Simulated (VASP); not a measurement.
# ZnS: molecular dynamics with a thermostat

ZnS, F-43m (no. 216), 8 atoms in the cell. PBE, molecular dynamics; PAW potentials Zn, S (PBE set).

Ensemble: NVT; Target temperature (K): 1000.

## Input

INCAR:
```
GGA      = PE             # functional
PREC     = Normal         # precision mode
ENCUT    = 280            # plane-wave cutoff, eV
EDIFF    = 1E-5           # SCF threshold, eV
NELMIN   = 4            
NELM     = 60             # most SCF steps
ALGO     = Normal         # electronic algorithm
LREAL    = Auto         
LASPH    = T              # aspherical terms in the spheres
ISMEAR   = 0              # smearing method
SIGMA    = 0.05           # smearing width, eV
ISYM     = 0            
LWAVE    = F              # write WAVECAR
LCHARG   = F              # write CHGCAR
IBRION   = 0              # ionic algorithm
NSW      = 80             # ionic steps
POTIM    = 2.0            # step
TEBEG    = 1000         
TEEND    = 1000         
ISIF     = 2              # what is computed and relaxed
MDALGO   = 1            
ANDERSEN_PROB= 0.05         
RANDOM_SEED= 683069 0 0   
KPAR     = 2             
```

KPOINTS:
```
k-points
0
Monkhorst-Pack
  2 2 2
```

POSCAR:
```
ZnS
1.0
    5.4040000000      0.0000000000      0.0000000000
    0.0000000000      5.4040000000      0.0000000000
    0.0000000000      0.0000000000      5.4040000000
Zn S
4 4
Direct
    0.2500000000      0.2500000000      0.2500000000
    0.2500000000      0.7500000000      0.7500000000
    0.7500000000      0.2500000000      0.7500000000
    0.7500000000      0.7500000000      0.2500000000
    0.0000000000      0.0000000000      0.0000000000
    0.0000000000      0.5000000000      0.5000000000
    0.5000000000      0.0000000000      0.5000000000
    0.5000000000      0.5000000000      0.0000000000
```

Commands:
```
cat potpaw_PBE.64/Zn/POTCAR potpaw_PBE.64/S/POTCAR > POTCAR
mpirun -np 2 vasp_std > vasp.out
```

## Result

- Mean temperature (K): 876
- Rise of the mean potential energy above the start (meV/atom): 97.0
- Electronic steps per ionic step after the first: 4.5

Course of the run:

| Time (fs) | Temperature (K) | Potential energy less the first (meV/atom) |
|---|---|---|
| 2 | 1000 | 0.0 |
| 14 | 1074 | 25.6 |
| 26 | 626 | 76.6 |
| 38 | 395 | 106.8 |
| 50 | 448 | 114.3 |
| 62 | 1022 | 100.9 |
| 74 | 737 | 119.0 |
| 88 | 739 | 124.9 |
| 100 | 1374 | 81.1 |
| 112 | 1066 | 92.5 |
| 124 | 562 | 127.3 |
| 136 | 1237 | 103.3 |
| 148 | 1225 | 114.0 |
| 160 | 1069 | 132.1 |

REPORT:
```
MDALGO =   1
         ANDERSEN_PROB =  0.05000000
               SCALING =       0
                 CNEXP =     9.000   14.000
           RANDOM_SEED =            683069                0                0

   original number of atomic DOF:         21
   number of independent constraints:      0
   number of active DOF:                  21

========================================
         MD step No.       1
========================================

  Atomic velocities initialized by STEP_tb

  >Energies
                    E_tot             E_pot             E_kin               EPS                ES
   e_b>   -0.26283789E+02   -0.27188617E+02    0.90482846E+00    0.00000000E+00    0.00000000E+00

  >Temperature
               T_sim     T_inst
   tmprt>   1000.000   1000.003

  >Thermostat, num. of collisions:                0

           RANDOM_SEED =            683069              102                0

[... steps left out ...]

========================================
         MD step No.      80
========================================

  >Energies
                    E_tot             E_pot             E_kin               EPS                ES
   e_b>   -0.25164651E+02   -0.26131920E+02    0.96726851E+00    0.00000000E+00    0.00000000E+00

  >Temperature
               T_sim     T_inst
   tmprt>   1000.000   1069.011

  >Thermostat, num. of collisions:                0

           RANDOM_SEED =            683069             5000                0
```

OSZICAR:
```
N       E                     dE             d eps       ncg     rms          rms(c)
DAV:   1     0.427788239075E+03    0.42779E+03   -0.23424E+04   344   0.128E+03
DAV:   2     0.161411222911E+02   -0.41165E+03   -0.39935E+03   376   0.325E+02
DAV:   3    -0.277130265947E+02   -0.43854E+02   -0.43632E+02   380   0.111E+02
DAV:   4    -0.289266244231E+02   -0.12136E+01   -0.12108E+01   400   0.192E+01
DAV:   5    -0.289460634347E+02   -0.19439E-01   -0.19425E-01   400   0.240E+00    0.138E+01
DAV:   6    -0.271410790469E+02    0.18050E+01   -0.38232E+00   522   0.416E+01    0.109E+01
DAV:   7    -0.272288681303E+02   -0.87789E-01   -0.45165E+00   368   0.797E+00    0.485E+00
DAV:   8    -0.271855167635E+02    0.43351E-01   -0.35545E-01   420   0.605E+00    0.191E+00
DAV:   9    -0.271876954129E+02   -0.21786E-02   -0.55529E-02   416   0.314E+00    0.505E-01
DAV:  10    -0.271880828314E+02   -0.38742E-03   -0.48433E-03   356   0.614E-01    0.319E-01
DAV:  11    -0.271883232913E+02   -0.24046E-03   -0.28776E-04   400   0.271E-01    0.204E-01
DAV:  12    -0.271886135819E+02   -0.29029E-03   -0.52523E-04   344   0.234E-01    0.524E-02
[... left out ...]
     79 T=  1003. E= -.25218892E+02 F= -.26126437E+02 E0= -.26126437E+02  EK= 0.90754E+00 SP= 0.00E+00 SK= 0.00E+00
[... last step whole ...]
       N       E                     dE             d eps       ncg     rms          rms(c)
DAV:   1    -0.261283848595E+02   -0.19482E-02   -0.82729E-01   356   0.522E+00    0.489E-01
DAV:   2    -0.261319466909E+02   -0.35618E-02   -0.38367E-02   353   0.921E-01    0.179E-01
DAV:   3    -0.261319523125E+02   -0.56216E-05   -0.72199E-04   400   0.287E-01    0.135E-01
DAV:   4    -0.261319245562E+02    0.27756E-04   -0.10057E-04   432   0.189E-01    0.851E-02
DAV:   5    -0.261319196904E+02    0.48658E-05   -0.59186E-05   328   0.114E-01
     80 T=  1069. E= -.25164651E+02 F= -.26131920E+02 E0= -.26131920E+02  EK= 0.96727E+00 SP= 0.00E+00 SK= 0.00E+00
```

Limits: 160 fs of 8 atoms are too short for converged averages; the cell is only 5.4 Å across, so each atom moves in step with near copies of itself.

VASP 6.6.1 took 242 s on 2 cores (Intel Xeon Platinum 8259CL @ 2.50GHz (Skylake/Cascade Lake)), a shared host.
